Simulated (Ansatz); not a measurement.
# CaS (Oldhamite): the dielectric function from several functionals, part 2 of 2

How does CaS (Oldhamite) absorb light if electrons and holes don't interact? The runs, in order: HSE06 for the gap; optics with PBE on 8×8×8; optics with r2SCAN on 8×8×8; optics with LDA on 8×8×8; optics with PBE and scissors to the HSE06 gap on 8×8×8.

Ansatz 0.2.0; plane waves, PAW; no local fields, no excitons.

### 5 Optics, LDA

The COD entry's cell or inner coordinates are ideal or old and differ from later refinements, so a difference from it is no clean test against experiment.

The input, input.yaml:

```yaml
crystal:
  lattice:
    - [0.0, 2.8479357439, 2.8479357439]
    - [2.8479357439, 0.0, 2.8479357439]
    - [2.8479357439, 2.8479357439, 0.0]
  atoms:
    - { symbol: Ca, position: [0.0, 0.0, 0.0] }
    - { symbol: S, position: [0.5, 0.5, 0.5] }
kpoints:
  mp_grid: { grid: [8, 8, 8] }
hamiltonian:
  xc: lda
scf:
  occupations: { method: fixed }
output:
  optics: { e_range: [0, 15], de: 0.05, sigma: 0.1 }
```

Command:

```bash
$ ansatz run input.yaml --threads 4 --pin off --max-ram 3686MiB --backend cpu --events-out ev --progress --plain --runs-dir out
```

Standard output:

```text
Warning: RAYON_NUM_THREADS=4 ignored (pool sized by the plan → 4); use --threads N
Engine: ansatz 0.2.0, x86_64-unknown-linux-gnu
Pseudopotentials: kind: paw
Pseudopotential: Ca, paw, valence charge 10, recommended cutoff 420 eV (normal), Ca.paw.azcp
Pseudopotential: S, paw, valence charge 6, recommended cutoff 420 eV (normal), S.paw.azcp
Functional definition: SPW92
  exchange = slater_x
  correlation = pw_c
Crystal: 2 atoms, lattice volume = 46.198 Å³
Basis set: ecut = 420 eV, 893 PW (Γ)
Bands: 12, of which v1, the nominal top of the filled ones, is band 8 counted from 1 (7 counted from 0)
Symmetry: 48 space group operations
Space group: Fm-3m (ITA 225), of the structure as read, at distance tolerance 3.6e-5 Å
k-points: 29 of 512
Non-local potential: Ca, projectors of the file, l = 0: 3, l = 1: 2, l = 2: 2
Non-local potential: S, projectors of the file, l = 0: 2, l = 1: 2, l = 2: 2
PAW form: soft (Blöchl's): semilocal exchange-correlation on the pseudo side does not see the compensation charge
PAW frozen core: Ca, regenerated for the run's functional, and the local potential with it (the file was generated under x = pbe(κ = 0.804, μ = 0.2195149727645171), c = pbe(β = 0.06672455060314922))
PAW frozen core: S, regenerated for the run's functional, and the local potential with it (the file was generated under x = pbe(κ = 0.804, μ = 0.2195149727645171), c = pbe(β = 0.06672455060314922))
PAW one-centre angular grid: Ca, 110 points (default); XC on 64 Gauss nodes
PAW one-centre angular grid: S, 110 points (default); XC on 64 Gauss nodes
Initial density: superposition of atomic densities (neutral atoms: chi_scale 0, normalization atom), corrected by the library's trained network
Initial wavefunctions: pseudopotential atomic-orbital guess
Functional: x = slater, c = lda
SCF iter   1: F=—  HF=-2646.662747 eV  |F-HF|=—  |Δ(HF+E_count)|=         —  Δρ=5.76e-3  dr2=1.58e-2  ethr=1.77e-3  ⟨swp⟩=4.3  Hψ=1969  notcnv=0  defer=14
preconditioner: auto → none  [insulator: Δε(μ)=2.061 eV  Ē_g=16.057 eV  n_scr=14 (ndim 8)  ℏωp=20.4 eV  f_vac=0.000  ε∞_Penn≈2.6]
SCF iter   2: F=—  HF=-2646.658122 eV  |F-HF|=—  |Δ(HF+E_count)|=   4.63e-3  Δρ=2.60e-3  dr2=1.47e-3  ethr=9.85e-5  ⟨swp⟩=2.4  Hψ=722  notcnv=0  defer=53
SCF iter   3: F=—  HF=-2646.657796 eV  |F-HF|=—  |Δ(HF+E_count)|=   3.26e-4  Δρ=9.52e-4  dr2=2.98e-4  ethr=9.16e-6  ⟨swp⟩=2.6  Hψ=562  notcnv=0  defer=53
SCF iter   4: F=—  HF=-2646.657728 eV  |F-HF|=—  |Δ(HF+E_count)|=   6.72e-5  Δρ=1.42e-4  dr2=7.79e-6  ethr=1.86e-6  ⟨swp⟩=2.0  Hψ=492  notcnv=0  defer=29
SCF iter   5: F=—  HF=-2646.657725 eV  |F-HF|=—  |Δ(HF+E_count)|=   2.93e-6  Δρ=1.90e-5  dr2=5.17e-8  ethr=4.87e-8  ⟨swp⟩=2.0  Hψ=461  notcnv=0
SCF iter   6: F=—  HF=-2646.657726 eV  |F-HF|=—  |Δ(HF+E_count)|=   6.59e-7  Δρ=2.73e-6  dr2=3.06e-9  ethr=3.23e-10  ⟨swp⟩=2.1  Hψ=571  notcnv=0
SCF iter   7: F=—  HF=-2646.657726 eV  |F-HF|=—  |Δ(HF+E_count)|=  9.43e-10  Δρ=2.71e-7  dr2=2.14e-11  ethr=1.91e-11  ⟨swp⟩=2.4  Hψ=506  notcnv=0
SCF iter   8: F=-2646.657726 eV  HF=-2646.657726 eV  |F-HF|=1.36e-12  |Δ(HF+E_count)|=  2.27e-12  Δρ=6.95e-8  dr2=1.64e-12  ethr=1.00e-12  ⟨swp⟩=3.9  Hψ=1257  notcnv=0
SCF 1 converged in 8 iterations: F = -2646.657726 eV  dr2 = 1.64e-12
Optics k sum: 0 of 29 k-points
[...]
SCF converged after 8 iterations
Free energy (F): -2646.657726 eV
Harris-Foulkes:  -2646.657726 eV  (|F-HF|=1.36e-12)
Internal energy: -2646.657726 eV  (E = F + TS)
E sigma→0 (E₀):  -2646.657726 eV
Fermi energy:    5.734797 eV
--- Per-component energies (eV) ---
  E_band       = -137.044682
  E_kinetic    = 385.601778
  E_local      = -827.059791  (includes V_loc(G=0)·N_el)
  E_nonlocal   = 96.015397
  E_hartree    = 269.574497
  E_xc         = -232.718783
  E_vxc        = -259.369448  (∫ρ·V_xc dr)
  E_paw        = -1385.028431  (= ΣΔE_a)
  E_vpaw       = -71.381644  (= ΣTr[D̂ρ^β])
  E_aug_tail   = -0.000003  (compensation charges beyond the density's cutoff)
  E_ewald      = -953.478753
  E_core_change = 0.436363  (= ΣΔE_core)
  E_smearing   = -0.000000  (= −TS)
  E_closure    = -0.000000  (closes the sum)
  Σ components = -2646.657726   (vs F -2646.657726, Δ=0.00e0)
--- Band table (eV; the first three rows and the last of 29) ---
  k-point 0: bands = ["-33.1012", "-14.3242", "-14.3242", "-14.3242", "-5.5672", "5.7348", "5.7348", "5.7348", "9.6051", "9.7013", "9.7013", "9.7013"]
  k-point 1: bands = ["-33.0994", "-14.3507", "-14.3262", "-14.3262", "-5.4570", "5.0438", "5.5010", "5.5010", "9.6812", "9.9320", "9.9320", "10.4176"]
  k-point 2: bands = ["-33.0951", "-14.4135", "-14.3311", "-14.3311", "-5.1771", "3.8517", "5.0453", "5.0453", "9.8101", "10.5147", "10.5147", "11.7736"]
  k-point 28: bands = ["-33.0851", "-14.4144", "-14.4144", "-14.3859", "-4.8107", "3.9116", "3.9116", "4.1433", "10.3791", "10.3791", "11.5406", "12.0093"]
```

It took 1.5 s on 4 threads of Intel Xeon 6975P-C (Granite Rapids), shared host; peak memory 0.51 GiB.

optics.tsv begins:

```
# eps_inf(xx yy zz) = 5.741088 5.741088 5.741088
# eps_inf_bands = all
# eps_inf_summed_bands(xx yy zz) = 4.649620 4.649620 4.649620
# eps_inf_completed(xx yy zz) = 5.741088 5.741088 5.741088
# eps2_relative_error = 0.0038
# eps_inf_relative_error = 0.0146
# f_sum_n_eff(xx yy zz) = 6.465377 6.465377 6.465377 of n_electrons = 16.000000
# n_bands = 12
# valid_up_to_ev = 3.666532
# least_direct_gap_ev = 2.973381e0 at k(fractional) = 0.000000 -0.500000 -0.500000, k_point = 20, channel = 0, bands = 7 8 (counted from 0)
```

The dielectric function from optics.tsv (isotropic), one row in 2, cut at 3.6 eV, above which the bands summed leave lines out:

```tsv
E (eV)	ε₂ xx	ε₁ xx
2.45	0.00	6.05
2.55	0.00	6.27
2.65	0.00	6.53
2.75	0.00	6.88
2.85	0.04	7.42
2.95	0.45	8.23
3.05	1.45	8.66
3.15	2.30	8.50
3.25	2.84	8.24
3.35	3.26	8.01
3.45	3.60	7.78
3.55	3.86	7.59
3.65	4.12	7.47
```

The columns hold the bands summed alone, whose ε₁ at zero energy is 4.65, below the completed ε∞ of 5.74.

### 6 Optics, PBE + 1.15 eV scissors

The scissors of 1.148 eV comes from the difference of HSE06 and PBE direct gaps in separate runs.

input.yaml, as its differences from that of step 5:

```diff
@@ -11,3 +11,3 @@
 hamiltonian:
-  xc: lda
+  xc: pbe
 scf:
@@ -15,2 +15,2 @@
 output:
-  optics: { e_range: [0, 15], de: 0.05, sigma: 0.1 }
+  optics: { e_range: [0, 15], de: 0.05, sigma: 0.1, scissors: 1.148 }
```

Command:

```bash
$ ansatz run input.yaml --threads 4 --pin off --max-ram 3686MiB --backend cpu --events-out ev --progress --plain --runs-dir out
```

Standard output:

```text
Warning: RAYON_NUM_THREADS=4 ignored (pool sized by the plan → 4); use --threads N
[... 9 set-up lines as earlier in the session ...]
Crystal: 2 atoms, lattice volume = 46.198 Å³
Basis set: ecut = 420 eV, 893 PW (Γ)
Bands: 12, of which v1, the nominal top of the filled ones, is band 8 counted from 1 (7 counted from 0)
[... 2 set-up lines as earlier in the session ...]
k-points: 29 of 512
[... 8 set-up lines as earlier in the session ...]
SCF iter   1: F=—  HF=-2723.261595 eV  |F-HF|=—  |Δ(HF+E_count)|=         —  Δρ=3.78e-4  dr2=4.02e-5  ethr=1.77e-3  ⟨swp⟩=4.7  Hψ=1969  notcnv=0  defer=13
preconditioner: auto → none  [insulator: Δε(μ)=2.358 eV  Ē_g=16.316 eV  n_scr=14 (ndim 8)  ℏωp=20.4 eV  f_vac=0.000  ε∞_Penn≈2.6]
SCF iter   2: F=—  HF=-2723.261488 eV  |F-HF|=—  |Δ(HF+E_count)|=   1.07e-4  Δρ=2.90e-4  dr2=6.32e-5  ethr=2.51e-7  ⟨swp⟩=3.0  Hψ=943  notcnv=0  defer=53
SCF iter   3: F=—  HF=-2723.261489 eV  |F-HF|=—  |Δ(HF+E_count)|=   1.17e-6  Δρ=9.17e-5  dr2=1.64e-6  ethr=2.51e-7  ⟨swp⟩=2.8  Hψ=634  notcnv=0  defer=46
SCF iter   4: F=—  HF=-2723.261499 eV  |F-HF|=—  |Δ(HF+E_count)|=   9.83e-6  Δρ=4.55e-5  dr2=5.39e-7  ethr=1.03e-8  ⟨swp⟩=2.2  Hψ=495  notcnv=0  defer=1
SCF iter   5: F=—  HF=-2723.261501 eV  |F-HF|=—  |Δ(HF+E_count)|=   2.76e-6  Δρ=1.27e-5  dr2=1.02e-7  ethr=3.37e-9  ⟨swp⟩=3.0  Hψ=551  notcnv=0  defer=1
SCF iter   6: F=—  HF=-2723.261501 eV  |F-HF|=—  |Δ(HF+E_count)|=   1.89e-8  Δρ=4.82e-6  dr2=1.69e-8  ethr=6.38e-10  ⟨swp⟩=2.0  Hψ=424  notcnv=0  defer=1
SCF iter   7: F=—  HF=-2723.261501 eV  |F-HF|=—  |Δ(HF+E_count)|=   3.86e-9  Δρ=9.50e-7  dr2=6.97e-10  ethr=1.06e-10  ⟨swp⟩=2.1  Hψ=461  notcnv=0  defer=1
SCF iter   8: F=—  HF=-2723.261501 eV  |F-HF|=—  |Δ(HF+E_count)|=  1.70e-10  Δρ=2.87e-7  dr2=6.50e-11  ethr=4.36e-12  ⟨swp⟩=2.4  Hψ=481  notcnv=0  defer=1
SCF iter   9: F=-2723.261501 eV  HF=-2723.261501 eV  |F-HF|=5.46e-12  |Δ(HF+E_count)|=  1.73e-11  Δρ=9.47e-8  dr2=7.22e-12  ethr=1.00e-12  ⟨swp⟩=5.2  Hψ=1609  notcnv=0
SCF 1 converged in 9 iterations: F = -2723.261501 eV  dr2 = 7.22e-12
Optics k sum: 0 of 29 k-points
[...]
SCF converged after 9 iterations
Free energy (F): -2723.261501 eV
Harris-Foulkes:  -2723.261501 eV  (|F-HF|=5.46e-12)
Internal energy: -2723.261501 eV  (E = F + TS)
E sigma→0 (E₀):  -2723.261501 eV
Fermi energy:    5.964083 eV
--- Per-component energies (eV) ---
  E_band       = -134.714580
  E_kinetic    = 386.544636
  E_local      = -823.954412  (includes V_loc(G=0)·N_el)
  E_nonlocal   = 91.671747
  E_hartree    = 270.664543
  E_xc         = -236.041253
  E_vxc        = -260.847591  (∫ρ·V_xc dr)
  E_paw        = -1458.668004  (= ΣΔE_a)
  E_vpaw       = -69.458074  (= ΣTr[D̂ρ^β])
  E_aug_tail   = -0.000004  (compensation charges beyond the density's cutoff)
  E_ewald      = -953.478753
  E_smearing   = -0.000000  (= −TS)
  E_closure    = 0.000000  (closes the sum)
  Σ components = -2723.261501   (vs F -2723.261501, Δ=0.00e0)
--- Band table (eV; the first three rows and the last of 29) ---
  k-point 0: bands = ["-33.2488", "-14.2274", "-14.2274", "-14.2274", "-5.3541", "5.9641", "5.9641", "5.9641", "10.1155", "10.1282", "10.1282", "10.1282"]
  k-point 1: bands = ["-33.2471", "-14.2524", "-14.2293", "-14.2293", "-5.2471", "5.3060", "5.7405", "5.7405", "10.1222", "10.3556", "10.3556", "10.8858"]
  k-point 2: bands = ["-33.2431", "-14.3116", "-14.2339", "-14.2339", "-4.9756", "4.1453", "5.2997", "5.2997", "10.2481", "10.9327", "10.9327", "12.1330"]
  k-point 28: bands = ["-33.2339", "-14.3123", "-14.3123", "-14.2856", "-4.6171", "4.1860", "4.1860", "4.4201", "10.7877", "10.7877", "11.9542", "12.3824"]
```

It took 1.4 s on 4 threads of Intel Xeon 6975P-C (Granite Rapids), shared host; peak memory 0.52 GiB.

optics.tsv begins:

```
# eps_inf(xx yy zz) = 4.745192 4.745192 4.745192
# eps_inf_bands = all
# eps_inf_summed_bands(xx yy zz) = 3.777953 3.777953 3.777953
# eps_inf_completed(xx yy zz) = 4.745192 4.745192 4.745192
# eps2_relative_error = 0.0038
# eps_inf_relative_error = 0.0142
# f_sum_n_eff(xx yy zz) = 6.413960 6.413960 6.413960 of n_electrons = 16.000000
# n_bands = 12
# valid_up_to_ev = 5.012079
# least_direct_gap_ev = 3.168779e0 at k(fractional) = 0.000000 -0.500000 -0.500000, k_point = 20, channel = 0, bands = 7 8 (counted from 0)
```

The dielectric function from optics.tsv (isotropic), cut at 5.0 eV, above which the bands summed leave lines out:

```csv
E (eV),ε₂ xx,ε₁ xx
3.80,0.00,5.53
3.85,0.00,5.63
3.90,0.00,5.74
3.95,0.00,5.86
4.00,0.00,6.00
4.05,0.00,6.16
4.10,0.00,6.34
4.15,0.01,6.58
4.20,0.04,6.88
4.25,0.17,7.25
4.30,0.47,7.65
4.35,0.92,7.93
4.40,1.42,8.02
4.45,1.86,7.97
4.50,2.20,7.86
4.55,2.48,7.74
4.60,2.71,7.63
4.65,2.91,7.52
4.70,3.10,7.41
4.75,3.26,7.30
4.80,3.41,7.20
4.85,3.54,7.11
4.90,3.67,7.04
4.95,3.80,6.98
5.00,3.92,6.92
```

The columns hold the bands summed alone, whose ε₁ at zero energy is 3.78, below the completed ε∞ of 4.75.

### 7 Comparison

```tsv
level	mesh	least direct gap on the mesh (eV)	ε∞	tallest peak of ε₂	time
PBE	8×8×8	3.17	5.44	not reached: the spectrum is complete only to 3.9 eV	1.3 s
r2SCAN	8×8×8	3.63	4.84	not reached: the spectrum is complete only to 4.6 eV	3.3 s
LDA	8×8×8	2.97	5.74	not reached: the spectrum is complete only to 3.6 eV	1.5 s
PBE + 1.15 eV scissors	8×8×8	4.32	4.75	not reached: the spectrum is complete only to 5.0 eV	1.4 s
```

### 8 Summary of results

The summary covers parts 1 to 2.

| quantity | value |
| --- | --- |
| ε∞, PBE | 5.44 |
| ε∞, r2SCAN | 4.84 |
| ε∞, LDA | 5.74 |
| ε∞, PBE + 1.15 eV scissors | 4.75 |
| tallest peak of ε₂, PBE | not reached: the spectrum is complete only to 3.9 eV |
| tallest peak of ε₂, r2SCAN | not reached: the spectrum is complete only to 4.6 eV |
| tallest peak of ε₂, LDA | not reached: the spectrum is complete only to 3.6 eV |
| tallest peak of ε₂, PBE + 1.15 eV scissors | not reached: the spectrum is complete only to 5.0 eV |
| HSE06 direct gap | 4.32 eV |

From LDA to PBE + 1.15 eV scissors the direct gap grows from 2.97 to 4.32 eV, and ε∞ goes from 5.74 to 4.75: a wider gap screens less. Local fields and excitons are left out: both change ε∞, and without excitons the onset lacks its lines.
